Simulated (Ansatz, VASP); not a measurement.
# Two plane-wave programs on Cu3Cl

```
CELL_PARAMETERS angstrom
3.83799 0.00000 0.00000
0.00000 3.83799 0.00000
0.00000 0.00000 3.83799
ATOMIC_POSITIONS crystal
Cu 0.00000 0.50000 0.50000
Cu 0.50000 0.00000 0.50000
Cu 0.50000 0.50000 0.00000
Cl 0.00000 0.00000 0.00000
```

Alike in both runs: functional PBE; k mesh 10 × 10 × 10; occupations gaussian, width 0.02 eV; no spin polarisation.

Ansatz relaxed the structure, and its values are those at the end. VASP's run is a single point on that final structure, the one shown.

|  | VASP | Ansatz |
| --- | --- | --- |
| version | VASP 6.6.1 | Ansatz 0.2.0 |
| potentials or method | VASP PAW PBE potentials, release 64 (Cu, Cl) | scalar-relativistic, plane waves, PAW |
| plane-wave cutoff (eV) | 520 | 420 |
| valence electrons in the cell | 40 | 64 |

Ansatz gave:

* gap on the k mesh at the Fermi level (eV): 0.01
* least direct gap on the mesh (eV): 0.07
* pressure (GPa): 0.0

Problem. Which values does VASP return?

Solution. gap on the k mesh at the Fermi level (eV): 0.02; least direct gap on the mesh (eV): 0.05; pressure (GPa): 0.2.

The two sets of potentials don't hold the same shells in valence.
